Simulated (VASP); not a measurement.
# CsBr (Pm-3m) in VASP: further runs

Runs on CsBr. Level: LDA. Tasks: single point.

All numbers are computed with VASP 6.6.1; they aren't measurements. Logs are shortened: lines on timing, memory, paths and dates and some standing lists are left out, and cuts for length are marked.

## Step 1: Starting point

The structure is cubic, space group Pm-3m (No. 221). The conventional cell has a = 4.286 Å, b = 4.286 Å, c = 4.286 Å, α = 90.00°, β = 90.00°, γ = 90.00°. Cs (site symmetry m-3m) has 8 Br at 3.71 Å as nearest neighbours. Around Br (site symmetry m-3m) lie 8 Cs at 3.71 Å.

## Step 2: Single point, LDA

File INCAR:

```
PREC = Accurate
ENCUT = 520
EDIFF = 1E-7
ISMEAR = 0
SIGMA = 0.01
LREAL = False
LASPH = True
NELM = 80
ALGO = Normal
ISIF = 2
LWAVE = False
LCHARG = False
GGA = CA
NBANDS = 15
```

File KPOINTS:

```
Automatic mesh
0
Gamma
  4 4 4
```

File POSCAR:

```
CsBr
1.0
    4.2860000000      0.0000000000      0.0000000000
    0.0000000000      4.2860000000      0.0000000000
    0.0000000000      0.0000000000      4.2860000000
Cs Br
1 1
Direct
    0.0000000000      0.0000000000      0.0000000000
    0.5000000000      0.5000000000      0.5000000000
```

Potentials or basis: VASP PAW LDA potentials, release 64 (Cs_sv, Br).

Started as:

```bash
cat potpaw_LDA.64/Cs_sv/POTCAR potpaw_LDA.64/Br/POTCAR > POTCAR
mpirun -np 1 vasp_std > vasp.out
```

OUTCAR:

```text
PREC = Accurate
   ENCUT = 520
   EDIFF = 1E-7
   ISMEAR = 0
   LREAL = False
   LASPH = True
   NELM = 80
   ISIF = 2
   GGA = CA

 ion  position               nearest neighbor table
   1  0.000  0.000  0.000-
   2  0.500  0.500  0.500-

  LATTYP: Found a simple cubic cell.
 ALAT       =     4.2860000000

  Lattice vectors:

 A1 = (   4.2860000000,   0.0000000000,   0.0000000000)
 A2 = (   0.0000000000,   4.2860000000,   0.0000000000)
 A3 = (   0.0000000000,   0.0000000000,   4.2860000000)

Analysis of symmetry for initial positions (statically):
=====================================================================
 Subroutine PRICEL returns:
 Original cell was already a primitive cell.

 Routine SETGRP: Setting up the symmetry group for a
 simple cubic supercell.

 Subroutine GETGRP returns: Found 48 space group operations
 (whereof 48 operations were pure point group operations)
 out of a pool of 48 trial point group operations.

The static configuration has the point symmetry O_h .

Analysis of symmetry for dynamics (positions and initial velocities):
=====================================================================
 Subroutine PRICEL returns:
 Original cell was already a primitive cell.

 Routine SETGRP: Setting up the symmetry group for a
 simple cubic supercell.

 Subroutine GETGRP returns: Found 48 space group operations
 (whereof 48 operations were pure point group operations)
 out of a pool of 48 trial point group operations.

The dynamic configuration has the point symmetry O_h .

 Subroutine INISYM returns: Found 48 space group operations
 (whereof 48 operations are pure point group operations),
 and found     1 'primitive' translations

----------------------------------------------------------------------------------------

                                     Primitive cell

  volume of cell :      78.7329

  direct lattice vectors                    reciprocal lattice vectors
     4.286000000  0.000000000  0.000000000     0.233317779  0.000000000  0.000000000
     0.000000000  4.286000000  0.000000000     0.000000000  0.233317779  0.000000000
     0.000000000  0.000000000  4.286000000     0.000000000  0.000000000  0.233317779

  length of vectors
     4.286000000  4.286000000  4.286000000     0.233317779  0.233317779  0.233317779

  position of ions in fractional coordinates (direct lattice)
     0.000000000  0.000000000  0.000000000
     0.500000000  0.500000000  0.500000000

[... 71 lines left out ...]
   PSTRESS=    0.0 pullay stress
   NELECT =      16.0000    total number of electrons
   NUPDOWN=      -1.0000    fix difference up-down
   EMIN   =  10.00;   EMAX   =-10.00  energy-range for DOS
   EFERMI =   0.00;   METHOD = LEGACY
   ISMEAR =     0;   SIGMA  =   0.01  broadening in eV -4-tet -1-fermi 0-gaus
   EFERMI_NEDOS =   21; number of points for ismear=-14 and -15
   IALGO  =     38    algorithm
   IMIX   =      4    mixing-type and parameters
     AMIX     =   0.40;   BMIX     =  1.00
     AMIX_MAG =   1.60;   BMIX_MAG =  1.00
  volume/ion in A,a.u.               =      39.37       265.66
  Fermi-wavevector in a.u.,A,eV,Ry     =   0.962489  1.818841 12.604247  0.926386
  Thomas-Fermi vector in A             =   2.091953
   LORBIT       =      0    0 simple, 1 ext, 2 COOP (PROOUT), +10 PAW based schemes
   GGA     = CA    functional components
   LHFCALC =     F    Hartree Fock is set to
   AEXX    =    0.0000 exact exchange contribution
   IVDW    =     0    specifies the selected vdW correction
   LEPSILON=     F    determine dielectric tensor
   LRPA    =     F    only Hartree local field effects (RPA)
 non-spin polarized calculation
 Gauss-broadening in eV      SIGMA  =   0.01
  energy-cutoff  :      520.00
  volume of cell :       78.73
 maximum number of plane-waves:      2176
 NGX is ok and might be reduce to    32
   NGX = 15   NGY = 15   NGZ = 15

 number of electron      15.9999998 magnetization

 Free energy of the ion-electron system (eV)
  ---------------------------------------------------
  ext. energy  EPLUGINS =         0.00000000
  ---------------------------------------------------
  free energy    TOTEN  =        -6.75106092 eV

  energy without entropy =       -6.75106092  energy(sigma->0) =       -6.75106092

 E-fermi :  -0.3164     XC(G=0):  -8.4143

 val. band max:       -0.4069439148   @ k =   0.0000   0.0000   0.0000
 cond. band min:       3.7342148479   @ k =   0.0000   0.0000   0.0000
 fundamental gap:      4.1411587628
 Fermi energy:        -0.3164242040

 k-point     1 :       0.0000    0.0000    0.0000
  band No.  band energies     occupation
      1     -20.1277      2.00000
      2     -12.8004      2.00000
      3      -6.7159      2.00000
      4      -6.7159      2.00000
      5      -6.7159      2.00000
      6      -0.4069      2.00000
      7      -0.4069      2.00000
      8      -0.4069      2.00000
      9       3.7342      0.00000
     10       4.2609      0.00000
     11       4.2609      0.00000
     12       8.6300      0.00000
     13       8.6300      0.00000
     14       8.6300      0.00000
[... 149 lines left out ...]
      2     -12.6166      2.00000
      3      -7.1432      2.00000
      4      -7.1432      2.00000
      5      -7.1432      2.00000
      6      -1.6416      2.00000
      7      -1.6416      2.00000
      8      -1.6416      2.00000
      9       7.7676      0.00000
     10       7.7676      0.00000
     11       7.7676      0.00000
     12       8.5023      0.00000
     13       8.5023      0.00000
     14       8.5023      0.00000
     15      10.9569      0.00000

------------------------ aborting loop because EDIFF is reached ----------------------------------------

  FORCE on cell =-STRESS in cart. coord.  units (eV):
  Direction    XX          YY          ZZ          XY          YZ          ZX
  --------------------------------------------------------------------------------------
  -------------------------------------------------------------------------------------
  Total       -0.7891374     -0.7891374     -0.7891374      0.0000000      0.0000000     -0.0000000
  in kB      -16.0585642    -16.0585642    -16.0585642      0.0000000      0.0000000     -0.0000000
  external PRESSURE =     -16.0585642 kB  Pullay stress =       0.0000000 kB

 VOLUME and BASIS-vectors are now :
 -----------------------------------------------------------------------------
  energy-cutoff  :      520.00
  volume of cell :       78.73
      direct lattice vectors                 reciprocal lattice vectors
     4.286000000  0.000000000  0.000000000     0.233317779  0.000000000  0.000000000
     0.000000000  4.286000000  0.000000000     0.000000000  0.233317779  0.000000000
     0.000000000  0.000000000  4.286000000     0.000000000  0.000000000  0.233317779

 POSITION                                       TOTAL-FORCE (eV/Angst)
 -----------------------------------------------------------------------------------
      0.00000      0.00000      0.00000         0.000000      0.000000      0.000000
      2.14300      2.14300      2.14300         0.000000      0.000000      0.000000
 -----------------------------------------------------------------------------------
    total drift:                                0.000000      0.000000     -0.000000

  FREE ENERGIE OF THE ION-ELECTRON SYSTEM (eV)
  ---------------------------------------------------
  free  energy   TOTEN  =        -6.7510609153 eV

  energy  without entropy=       -6.7510609153  energy(sigma->0) =       -6.75106092
```

It took 11 s on 1 thread of Intel Xeon Platinum 8488C (Sapphire Rapids), shared host; peak memory 0.14 GiB.

What came out:

```yaml
Free_energy: -6.7511 eV
Pressure: -1.6 GPa
Band_gap_on_the_k_mesh: 4.14 eV, direct
```

Caveat: spin-orbit coupling is left out, which moves the levels of the heavy elements.

## Step 3: Single point, LDA

File INCAR:

```
PREC = Accurate
ENCUT = 520
EDIFF = 1E-6
ISMEAR = 0
SIGMA = 0.01
LREAL = False
LASPH = True
NELM = 100
ALGO = Normal
ISIF = 2
LWAVE = False
LCHARG = True
GGA = CA
LELF = True
LVHAR = True
NBANDS = 15
```

File KPOINTS:

```
regular mesh
0
Gamma
  4 4 4
```

POSCAR is that of step 2.

Potentials or basis: VASP PAW LDA potentials, release 64 (Cs_sv, Br).

Started as:

```bash
cat potpaw_LDA.64/Cs_sv/POTCAR potpaw_LDA.64/Br/POTCAR > POTCAR
mpirun -np 1 vasp_std > vasp.out
```

It used 5.6 s of CPU time on 1 thread of Intel(R) Xeon(R) Platinum 8488C (Sapphire Rapids), on a shared host, which was overloaded at the time.

Results (log left out):

- Free energy: -6.7511 eV
- Pressure: -1.6 GPa
- Band gap on the k mesh: 4.14 eV, direct

Levels at points of the mesh, in eV from the valence-band top:
```csv
k point,band 4,band 5,band 6,band 7,band 8,band 9,band 10,band 11,band 12,band 13
"(0.00, 0.00, 0.00)",-6.31,-6.31,0.00,0.00,0.00,4.14,4.67,4.67,9.04,9.04
"(0.50, 0.00, 0.00)",-6.20,-6.20,-1.40,-0.23,-0.23,5.69,7.06,7.47,8.08,8.76
"(0.50, 0.50, 0.00)",-6.94,-6.13,-0.59,-0.59,0.00,4.98,5.26,7.07,7.07,10.81
"(0.50, 0.50, 0.50)",-6.74,-6.74,-1.23,-1.23,-1.23,8.17,8.17,8.17,8.91,8.91
```

Caveat: spin-orbit coupling is left out, which moves the levels of the heavy elements.

## Step 4: Single point, LDA

File INCAR:

```
ALGO     = Normal         # electronic algorithm
EDIFF    = 1E-7           # SCF threshold, eV
ENCUT    = 520            # plane-wave cutoff, eV
ISIF     = 2              # what is computed and relaxed
ISMEAR   = 0              # smearing method
LASPH    = T              # aspherical terms in the spheres
LCHARG   = F              # write CHGCAR
LREAL    = F              # projectors in reciprocal space
LWAVE    = F              # write WAVECAR
NBANDS   = 15             # bands
NELM     = 60             # most SCF steps
PREC     = Accurate       # precision mode
SIGMA    = 0.01           # smearing width, eV
```

File KPOINTS:

```
k-points
0
Gamma
  4 4 4
```

POSCAR is that of step 3.

Potentials or basis: VASP PAW LDA potentials, release 64 (Cs_sv, Br).

Started as:

```bash
cat potpaw_LDA.64/Cs_sv/POTCAR potpaw_LDA.64/Br/POTCAR > POTCAR
mpirun -np 1 vasp_std > vasp.out
```

OUTCAR:

```text
EDIFF = 1E-7
   ENCUT = 520
   ISIF = 2
   ISMEAR = 0
   LASPH = T
   LREAL = F
   NELM = 60
   PREC = Accurate

 ion  position               nearest neighbor table
   1  0.000  0.000  0.000-
   2  0.500  0.500  0.500-

  LATTYP: Found a simple cubic cell.
 ALAT       =     4.2860000000

  Lattice vectors:

 A1 = (   4.2860000000,   0.0000000000,   0.0000000000)
 A2 = (   0.0000000000,   4.2860000000,   0.0000000000)
 A3 = (   0.0000000000,   0.0000000000,   4.2860000000)

Analysis of symmetry for initial positions (statically):
=====================================================================
 Subroutine PRICEL returns:
 Original cell was already a primitive cell.

 Routine SETGRP: Setting up the symmetry group for a
 simple cubic supercell.

 Subroutine GETGRP returns: Found 48 space group operations
 (whereof 48 operations were pure point group operations)
 out of a pool of 48 trial point group operations.

The static configuration has the point symmetry O_h .

Analysis of symmetry for dynamics (positions and initial velocities):
=====================================================================
 Subroutine PRICEL returns:
 Original cell was already a primitive cell.

 Routine SETGRP: Setting up the symmetry group for a
 simple cubic supercell.

 Subroutine GETGRP returns: Found 48 space group operations
 (whereof 48 operations were pure point group operations)
 out of a pool of 48 trial point group operations.

The dynamic configuration has the point symmetry O_h .

 Subroutine INISYM returns: Found 48 space group operations
 (whereof 48 operations are pure point group operations),
 and found     1 'primitive' translations

----------------------------------------------------------------------------------------

                                     Primitive cell

  volume of cell :      78.7329

  direct lattice vectors                    reciprocal lattice vectors
     4.286000000  0.000000000  0.000000000     0.233317779  0.000000000  0.000000000
[... 102 lines left out ...]
 non-spin polarized calculation
 Gauss-broadening in eV      SIGMA  =   0.01
  energy-cutoff  :      520.00
  volume of cell :       78.73
 maximum number of plane-waves:      2176
 NGX is ok and might be reduce to    32
   NGX = 15   NGY = 15   NGZ = 15

 number of electron      15.9999998 magnetization

 Free energy of the ion-electron system (eV)
  ---------------------------------------------------
  ext. energy  EPLUGINS =         0.00000000
  ---------------------------------------------------
  free energy    TOTEN  =        -6.75106092 eV

  energy without entropy =       -6.75106092  energy(sigma->0) =       -6.75106092

 E-fermi :  -0.3164     XC(G=0):  -8.4143

 val. band max:       -0.4069439148   @ k =   0.0000   0.0000   0.0000
 cond. band min:       3.7342148479   @ k =   0.0000   0.0000   0.0000
 fundamental gap:      4.1411587628
 Fermi energy:        -0.3164242040

 k-point     1 :       0.0000    0.0000    0.0000
  band No.  band energies     occupation
      1     -20.1277      2.00000
      2     -12.8004      2.00000
      3      -6.7159      2.00000
      4      -6.7159      2.00000
      5      -6.7159      2.00000
      6      -0.4069      2.00000
      7      -0.4069      2.00000
      8      -0.4069      2.00000
      9       3.7342      0.00000
     10       4.2609      0.00000
     11       4.2609      0.00000
     12       8.6300      0.00000
     13       8.6300      0.00000
     14       8.6300      0.00000
[... 149 lines left out ...]
      2     -12.6166      2.00000
      3      -7.1432      2.00000
      4      -7.1432      2.00000
      5      -7.1432      2.00000
      6      -1.6416      2.00000
      7      -1.6416      2.00000
      8      -1.6416      2.00000
      9       7.7676      0.00000
     10       7.7676      0.00000
     11       7.7676      0.00000
     12       8.5023      0.00000
     13       8.5023      0.00000
     14       8.5023      0.00000
     15      10.9569      0.00000

------------------------ aborting loop because EDIFF is reached ----------------------------------------

  FORCE on cell =-STRESS in cart. coord.  units (eV):
  Direction    XX          YY          ZZ          XY          YZ          ZX
  --------------------------------------------------------------------------------------
  -------------------------------------------------------------------------------------
  Total       -0.7891374     -0.7891374     -0.7891374      0.0000000      0.0000000     -0.0000000
  in kB      -16.0585642    -16.0585642    -16.0585642      0.0000000      0.0000000     -0.0000000
  external PRESSURE =     -16.0585642 kB  Pullay stress =       0.0000000 kB

 VOLUME and BASIS-vectors are now :
 -----------------------------------------------------------------------------
  energy-cutoff  :      520.00
  volume of cell :       78.73
      direct lattice vectors                 reciprocal lattice vectors
     4.286000000  0.000000000  0.000000000     0.233317779  0.000000000  0.000000000
     0.000000000  4.286000000  0.000000000     0.000000000  0.233317779  0.000000000
     0.000000000  0.000000000  4.286000000     0.000000000  0.000000000  0.233317779

 POSITION                                       TOTAL-FORCE (eV/Angst)
 -----------------------------------------------------------------------------------
      0.00000      0.00000      0.00000         0.000000      0.000000      0.000000
      2.14300      2.14300      2.14300         0.000000      0.000000      0.000000
 -----------------------------------------------------------------------------------
    total drift:                                0.000000      0.000000     -0.000000

  FREE ENERGIE OF THE ION-ELECTRON SYSTEM (eV)
  ---------------------------------------------------
  free  energy   TOTEN  =        -6.7510609153 eV

  energy  without entropy=       -6.7510609153  energy(sigma->0) =       -6.75106092
```

It used 5.7 s of CPU time on 1 thread of Intel(R) Xeon(R) Platinum 8488C (Sapphire Rapids) (shared host), which was overloaded at the time.

Results:

| Quantity | Value |
| --- | --- |
| Free energy | -6.7511 eV |
| Pressure | -1.6 GPa |
| Band gap on the k mesh | 4.14 eV, direct |

Caveat: spin-orbit coupling is left out, which moves the levels of the heavy elements. LDA gaps usually lie below the measured ones, often by a third to a half.
